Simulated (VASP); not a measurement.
SiNi2:

```
CELL_PARAMETERS angstrom
3.83600 0.00000 0.00000
-1.91800 3.32207 0.00000
0.00000 0.00000 4.94800
ATOMIC_POSITIONS crystal
Ni 0.66667 0.33333 0.75000
Ni 0.33333 0.66667 0.25000
Ni 0.00000 0.00000 0.50000
Ni 0.00000 0.00000 0.00000
Si 0.66667 0.33333 0.25000
Si 0.33333 0.66667 0.75000
```

```yaml
Program: VASP 6.6.1
Task: relaxation of cell and atoms
Functional: PBEsol
Potentials_or_basis: VASP PAW PBE potentials, release 64 (Ni, Si)
Cutoff: 600 eV
k_mesh: 6 × 6 × 5
Occupations: fermi-dirac, width 0.05 eV
Spin: collinear spin, ferromagnetic start
Starting_moments: "[1.0, 1.0, 1.0, 1.0, 0.0, 0.0] μB"
```

At the start: pressure 3.0 GPa; volume 10.51 Å³/atom.

**Question.** Where does the relaxation end?

**Answer.** Over 4 steps the energy falls by 2.7 meV/atom and the volume is 10.62 Å³/atom (+1.1 %); space group P6_3/mmc (No. 194, to 0.05 Å); moment 0.00 μB per cell.

The path:
```
step  energy change (eV)  largest force (eV/Å)  pressure (GPa)  volume (Å³)
   1              0.0000                0.0000            3.05        63.05
   2             -0.0018                0.0000           -4.00        64.89
   3             -0.0136                0.0000           -0.82        63.99
   4             -0.0163                0.0000            0.03        63.75
```

Final structure:
```xyz
6
Lattice="3.8702 0.0000 0.0000 -1.9351 3.3517 0.0000 0.0000 0.0000 4.9143" Properties=species:S:1:pos:R:3 pbc="T T T"
Ni    1.9351    1.1172    3.6857
Ni    0.0000    2.2345    1.2286
Ni    1.9351    3.3517    2.4571
Ni    1.9351    3.3517    0.0000
Si    1.9351    1.1172    1.2286
Si    0.0000    2.2345    3.6857
```

Caveat: the PAW data sets were made with another functional, which shifts forces and pressure a little.
